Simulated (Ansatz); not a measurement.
**AlSb, thickness series**

Base system: AlSb in the zinc blende structure (space group F-43m, No. 216; a = 6.2256 Å). Axes: x, y, z lie along the cube axes.

Free-standing slabs (2 atom(s) a layer) normal to [110] with 15 Å of vacuum; in-plane cell held at bulk.

Computed with Ansatz (a first-principles code) PBE, no SOC, earlier PAW set.

Notes on the quantities. excess energy per area of both faces: slab less bulk energy over the cell's area: twice a surface energy; uncertain by up to 0.04 J/m²; layer's space group: with vacuum.

| case | band gap | thickness between the outermost nuclei | excess energy per area of both faces | shortest interatomic distance | layer's space group |
|---|---|---|---|---|---|
| base | 1.24 eV | – | – | 2.696 Å | – |
| 1 layer | zero | – | – | 2.529 Å | Pmm2 (No. 25) |
| 2 layers | 1.45 eV | 2.76 Å | 0.90 J/m² | 2.637 Å | Pmn2_1 (No. 31) |
| 3 layers | zero | 4.91 Å | 1.14 J/m² | 2.676 Å | Pmm2 (No. 25) |
| 4 layers | 0.79 eV | 7.17 Å | 1.07 J/m² | 2.667 Å | Pmn2_1 (No. 31) |
| 5 layers | [?] | 9.31 Å | 1.09 J/m² | [?] | Pmm2 (No. 25) |
| 6 layers | 0.72 eV | 11.54 Å | 1.08 J/m² | 2.664 Å | Pmn2_1 (No. 31) |
| 7 layers | 0.61 eV | 13.73 Å | 1.09 J/m² | 2.660 Å | Pmm2 (No. 25) |

Q: Fill in the withheld entries from the trend.

A: 
- 5 layers, band gap: 0.58 eV
- 5 layers, shortest interatomic distance: 2.658 Å

Slab and bulk use different k-meshes, which limits the precision of the excess energy. With Sb present, leaving out spin-orbit coupling can change the band edges. Stability against distortions was not tested. The final runs are not spin-polarised. Gaps under 0.05 eV, about the width of the smearing, are given as zero. The zero or small gap of AlSb can change with the level of theory.
